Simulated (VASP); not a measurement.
Here is a VASP 6.6.1 calculation.

INCAR

```
  PREC = Accurate
  ENCUT = 520
  EDIFF = 1E-6
  ISMEAR = 0
  SIGMA = 0.02
  LREAL = False
  LASPH = True
  NELM = 80
  ALGO = Normal
  ISIF = 2
  LWAVE = False
  LCHARG = False
  METAGGA = R2SCAN
  LMIXTAU = True
  NBANDS = 16
```

File KPOINTS:

```
Automatic mesh
0
Gamma
  10 10 10
```

The input POSCAR:

```
InP
1.0
    0.0000000000      2.9395400000      2.9395400000
    2.9395400000      0.0000000000      2.9395400000
    2.9395400000      2.9395400000      0.0000000000
In P
1 1
Direct
    0.0000000000      0.0000000000      0.0000000000
    0.7500000000      0.7500000000      0.7500000000
```

Potentials or basis: VASP PAW PBE potentials, release 64 (In_d, P).

Run with:

```console
$ cat potpaw_PBE.64/In_d/POTCAR potpaw_PBE.64/P/POTCAR > POTCAR
$ mpirun -np 1 vasp_std > vasp.out
```

**Question.** What does it give for the band gap on the k mesh?

**Answer.** 1.12 eV, direct.

**Question.** What does it give for the pressure?

**Answer.** 0.9 GPa.

Caveat: the PAW data sets were made with another functional, which shifts forces and pressure a little; spin-orbit coupling is left out, which moves the levels of the heavy elements.

**What was measured.**

A printed reference work, data compilation reports, for a bulk crystal of InP at 1.6 K: band gap 1.4236 eV (direct).

A measured gap of InP is 1.4236 eV (direct; 1.6 K; a printed reference work, data compilation); the calculated 1.12 eV misses it by -0.31 eV. Spin-orbit coupling on In is left out. The value is that of r2SCAN, without temperature or zero-point motion. The cell is a database's relaxed one, not the measured one, which moves gaps too.
